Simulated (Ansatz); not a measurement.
# FeO: the cost of one run

Method: DFT PBE+U (U_eff = 3 eV on Fe d), plane waves, PAW, in Ansatz 0.2.0.

2 further runs of the same task are left out: 2 that didn't finish.

## (1) The structure to begin with

It takes space group R-3m (No. 166, trigonal). The conventional cell has a = 3.035 Å, b = 3.035 Å, c = 7.547 Å, α = 90.00°, β = 90.00°, γ = 120.00°. Fe (site symmetry -3m) has 6 O at 2.16 Å as nearest neighbours. O (site symmetry -3m) has 6 Fe at 2.16 Å as nearest neighbours.

As a file:

```
Fe O
1.0
     1.51768    0.87623    2.51579
    -1.51768   -0.87623    5.03159
     0.00000   -3.50494    5.03159
Fe O
2 2
Direct
  0.00000 0.00000 0.00000
  0.00000 0.00000 0.50000
  0.50000 0.50000 0.00000
  0.50000 0.50000 0.50000
```

Magnetic order typed: antiferromagnetic, doubled cell 0 1/2 1/2.

An earlier series on this cell reached its lowest free state from «random orbitals: fully mixed, first filling», perhaps among other starts.

## (2) Random orbitals: fully mixed, first filling

Input file input.yaml:

```yaml
crystal:
  lattice:
    - [1.51768211, 0.87623418, 2.51579458]
    - [-1.51768211, -0.87623417, 5.03158916]
    - [0.0, -3.5049367, 5.03158916]
  atoms:
    - { symbol: Fe, position: [0.0, 0.0, 0.0], spin: 4.0 }
    - { symbol: O, position: [0.5, 0.5, 0.0] }
    - { symbol: Fe, position: [0.0, 0.0, 0.5], spin: -4.0 }
    - { symbol: O, position: [0.5, 0.5, 0.5] }
basis:
  ecutwfc: 420
  ecutrho_ratio: 4
kpoints:
  mp_grid: { grid: [8, 8, 8] }
hamiltonian:
  xc: pbe
  hubbard:
    sites:
      - { site: 0, l: d, u_eff: 3.0, starting_ns: [{ spin: up, occupation_matrix: s0up }, { spin: down, occupation_matrix: s0down }] }
      - { site: 2, l: d, u_eff: 3.0, starting_ns: [{ spin: up, occupation_matrix: s2up }, { spin: down, occupation_matrix: s2down }] }
    occupation_matrices:
      s0up:
        matrix:
          - [0.97, 0.0, 0.0, 0.0, 0.0]
          - [0.0, 0.97, 0.0, 0.0, 0.0]
          - [0.0, 0.0, 0.97, 0.0, 0.0]
          - [0.0, 0.0, 0.0, 0.97, 0.0]
          - [0.0, 0.0, 0.0, 0.0, 0.97]
      s0down:
        matrix:
          - [0.06157, 0.04948, -0.09501, 0.04948, 0.15439]
          - [0.04948, 0.07891, -0.11311, 0.05891, 0.1838]
          - [-0.09501, -0.11311, 0.23716, -0.11311, -0.35289]
          - [0.04948, 0.05891, -0.11311, 0.07891, 0.1838]
          - [0.15439, 0.1838, -0.35289, 0.1838, 0.59345]
      s2up:
        matrix:
          - [0.06157, 0.04948, -0.09501, 0.04948, 0.15439]
          - [0.04948, 0.07891, -0.11311, 0.05891, 0.1838]
          - [-0.09501, -0.11311, 0.23716, -0.11311, -0.35289]
          - [0.04948, 0.05891, -0.11311, 0.07891, 0.1838]
          - [0.15439, 0.1838, -0.35289, 0.1838, 0.59345]
      s2down:
        matrix:
          - [0.97, 0.0, 0.0, 0.0, 0.0]
          - [0.0, 0.97, 0.0, 0.0, 0.0]
          - [0.0, 0.0, 0.97, 0.0, 0.0]
          - [0.0, 0.0, 0.0, 0.97, 0.0]
          - [0.0, 0.0, 0.0, 0.0, 0.97]
    ns_hold: { iters: 12 }
scf:
  occupations: { method: gaussian, width: 0.05 }
  lower_state_search: "off"
  max_iter: 150
output:
  forces: true
  stress: true
  eigenvalues: true
  populations: true
  hubbard: { sites: [{ site: 0, l: d }, { site: 2, l: d }] }
magnetization:
  spin_polarized: true
```

The typed matrices put 0.97 on the chosen orbitals and 0.02 on the others, and are held for 12 cycles.

Launch:

```console
$ ansatz run input.yaml --threads 2 --pin off --max-ram 3072MiB --backend cpu --events-out ev --progress --plain --runs-dir out
```

What time and memory should one allow on 2 threads of Arm Neoverse V2, shared host?

About 65 s, with a peak of 0.81 GiB.
